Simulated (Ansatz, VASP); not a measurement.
# SnTe: VASP beside Ansatz

The input INCAR:

```
ALGO = Fast ; EDIFF = 1E-6
ENCUT = 520 ; GGA = PE
ISIF = 2 ; ISMEAR = 0
LASPH = True ; LCHARG = False
LREAL = False ; LWAVE = False
NBANDS = 17 ; NELM = 100
PREC = Accurate ; SIGMA = 0.03
```

Contents of KPOINTS:

```
k-points
0
Gamma
  10 10 10
```

Contents of POSCAR:

```
SnTe
1.0
    0.0000000000      3.1565000000      3.1565000000
    3.1565000000      0.0000000000      3.1565000000
    3.1565000000      3.1565000000      0.0000000000
Sn Te
1 1
Direct
    0.0000000000      0.0000000000      0.0000000000
    0.4542729076      0.4542729076      0.4542729076
```

Input for Ansatz:

```yaml
crystal:
  lattice:
    - [0.0, 3.1565, 3.1565]
    - [3.1565, 0.0, 3.1565]
    - [3.1565, 3.1565, 0.0]
  atoms:
    - { symbol: Sn, position: [0.0, 0.0, 0.0] }
    - { symbol: Te, position: [0.4542729076, 0.4542729076, 0.4542729076] }
basis:
  ecutwfc: 420
kpoints:
  mp_grid: { grid: [10, 10, 10] }
hamiltonian:
  xc: pbe
scf:
  occupations: { method: gaussian, width: 0.03 }
output:
  forces: true
  stress: true
  eigenvalues: true
```

Change from the starting cell: all Te atoms moved -0.500 Å, as atom 2 along Cartesian [1 1 1].

Alike in both runs: task single point; functional PBE; k mesh 10 × 10 × 10; occupations gaussian, width 0.03 eV; no spin polarisation.

|  | VASP | Ansatz |
| --- | --- | --- |
| version | VASP 6.6.1 | Ansatz 0.2.0 |
| potentials or method | VASP PAW PBE potentials, release 64 (Sn_d, Te) | scalar-relativistic, plane waves, PAW |
| plane-wave cutoff (eV) | 520 | 420 |
| valence electrons in the cell | 20 | 30 |

```tsv
	VASP	Ansatz	Ansatz less VASP
gap on the k mesh at the Fermi level (eV)	0.47	0.45	-0.016
least direct gap on the mesh (eV)	0.47	0.45	-0.016
pressure (GPa)	5.3	5.2	-0.01
largest component of the traceless stress (GPa)	0.09	0.07	-0.020
rms of the force components (eV/Å)	0.635	0.627	-0.0079
```

Atom by atom the forces differ by 0.008 eV/Å (rms over components). The functional is the same, so the differences come from potentials, cutoffs and numerics. The two sets of potentials don't hold the same shells in valence.

Caveats: spin-orbit coupling is left out, which moves the levels of the heavy elements; forces of over 1 eV/Å show positions far from the minimum, so gaps and moduli don't describe the material at rest. A k mesh can miss the band edges.
